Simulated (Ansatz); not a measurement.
Crystal: MoSe2.

```
CELL_PARAMETERS angstrom
3.28800 0.00000 0.00000
-1.64400 2.84749 0.00000
0.00000 0.00000 12.90000
ATOMIC_POSITIONS crystal
Mo 0.66667 0.33333 0.75000
Mo 0.33333 0.66667 0.25000
Se 0.66667 0.33333 0.37500
Se 0.33333 0.66667 0.87500
Se 0.66667 0.33333 0.12500
Se 0.33333 0.66667 0.62500
```

| Property | Result |
| --- | --- |
| Program | Ansatz 0.2.0 |
| Task | relaxation of cell and atoms |
| Functional | PBEsol |
| Potentials or basis | Ansatz PAW |
| Cutoff | 420 eV (not typed: the program's choice for these potentials) |
| k mesh | 9 × 9 × 2 |
| Occupations | fermi-dirac, width 0.05 eV |
| Spin | no spin polarisation |

At the start: volume 20.13 Å³/atom.

Where does the relaxation end?

It ends after 4 steps and the volume is 20.22 Å³/atom (+0.4 %); space group P6_3/mmc (No. 194, to 0.05 Å).

The path:
```csv
step,energy change (eV),largest force (eV/Å),volume (Å³)
1,0.0000,0.7954,120.78
2,-0.0746,0.0953,121.68
3,-0.0766,0.0048,121.31
4,-0.0766,0.0049,121.31
```

Final structure:
```yaml
crystal:
  lattice:
    - [3.26848, 0.00000, 0.00000]
    - [-1.63424, 2.83059, 0.00000]
    - [0.00000, 0.00000, 13.11179]
  atoms:
    - { symbol: Mo, position: [0.66667, 0.33333, 0.75000] }
    - { symbol: Mo, position: [0.33333, 0.66667, 0.25000] }
    - { symbol: Se, position: [0.66667, 0.33333, 0.37698] }
    - { symbol: Se, position: [0.33333, 0.66667, 0.87698] }
    - { symbol: Se, position: [0.66667, 0.33333, 0.12302] }
    - { symbol: Se, position: [0.33333, 0.66667, 0.62302] }
```

Caveat: the plane-wave basis is chosen anew once the cell has moved, so the energies of steps on either side of that aren't comparable; this functional lacks dispersion, which binds the layers, so the pressure and a relaxed spacing across them are unreliable; the PAW data sets come from PBE, with cores solved anew for the run's functional, which leaves a small shift of forces and pressure.
